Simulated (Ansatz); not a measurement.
An input for Ansatz 0.2.0 (In):

Contents of input.yaml:

```yaml
crystal:
  lattice:
    - [-1.62547, 1.62547, 2.4737]
    - [1.62547, -1.62547, 2.4737]
    - [1.62547, 1.62547, -2.4737]
  atoms:
    - { symbol: In, position: [0.0, 0.0, 0.0] }
hamiltonian:
  xc: lda
  pseudopotentials: { kind: paw, core: small }
kpoints:
  mp_grid: { grid: [7, 7, 7] }
scf:
  occupations: { method: methfessel_paxton, width: 0.05 }
md:
  timestep: 2.0
  n_steps: 20
  ensemble: nve
  temperature: 600
  seed: 6808
```

Potentials or basis: Ansatz PAW small core.

Launch:

```console
$ ansatz run input.yaml --threads 1 --pin off --max-ram 2560MiB --backend cpu --events-out ev --progress --plain --runs-dir out
```

Problem. How does this run end?

Solution. The run stopped without a result. It printed:

Output:

```text
Error: invalid value for `md.temperature`: is set but nothing consumes it — an nve run with initial_velocities: zero has no temperature; set ensemble: nvt_langevin / nvt_nose_hoover / npt_langevin, or initial_velocities: maxwell_boltzmann, or drop the field
```
